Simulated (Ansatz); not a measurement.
# Al3Se: the cost of one run

Program: Ansatz 0.2.0. Level of theory: DFT PBE, scalar-relativistic, plane waves, PAW. These are calculated values, not measurements.

## (1) The structure to begin with

Symmetry: Pm-3n, No. 223, cubic system. The conventional cell has a = 5.285 Å, b = 5.285 Å, c = 5.285 Å, α = 90.00°, β = 90.00°, γ = 90.00°. Around Al (site symmetry -4m2) lie 2 Al at 2.64 Å and 4 Se at 2.95 Å. Se (site symmetry m-3) has 12 Al at 2.95 Å as nearest neighbours.

As a file:

```
Al Se
1.0
     5.28528    0.00000    0.00000
     0.00000    5.28528    0.00000
     0.00000    0.00000    5.28528
Al Se
6 2
Direct
  0.00000 0.50000 0.25000
  0.00000 0.50000 0.75000
  0.25000 0.00000 0.50000
  0.75000 0.00000 0.50000
  0.50000 0.75000 0.00000
  0.50000 0.25000 0.00000
  0.00000 0.00000 0.00000
  0.50000 0.50000 0.50000
```

This is candidate A: A15 type (Pm-3n, No. 223).

(A quick probe on a coarse mesh, which set the mesh and smearing, is not shown.)

## (3) The relaxation (candidate A)

The input, input.yaml:

```yaml
crystal:
  lattice:
    - [5.2852849969, 0.0, 0.0]
    - [0.0, 5.2852849969, 0.0]
    - [0.0, 0.0, 5.2852849969]
  atoms:
    - { symbol: Al, position: [0.0, 0.5, 0.25] }
    - { symbol: Al, position: [0.0, 0.5, 0.75] }
    - { symbol: Al, position: [0.25, 0.0, 0.5] }
    - { symbol: Al, position: [0.75, 0.0, 0.5] }
    - { symbol: Al, position: [0.5, 0.75, 0.0] }
    - { symbol: Al, position: [0.5, 0.25, 0.0] }
    - { symbol: Se, position: [0.0, 0.0, 0.0] }
    - { symbol: Se, position: [0.5, 0.5, 0.5] }
basis:
  ecutwfc: 420
kpoints:
  mp_grid: { grid: [8, 8, 8] }
hamiltonian:
  xc: pbe
scf:
  occupations: { method: gaussian, width: 0.1 }
output:
  forces: true
  stress: true
  eigenvalues: true
relax:
  adjacent_minimum: "off"
  f_tol: 0.01
  max_steps: 80
  cell: { stress_tol: 0.05 }
```

Run with:

```sh
ansatz run input.yaml --threads 1 --pin off --max-ram 2560MiB --backend cpu --events-out ev --progress --plain --runs-dir out
```

Q: Estimate wall time and peak memory on 1 thread of Arm Neoverse V2, shared host.

About 32 s, with a peak of 0.45 GiB.
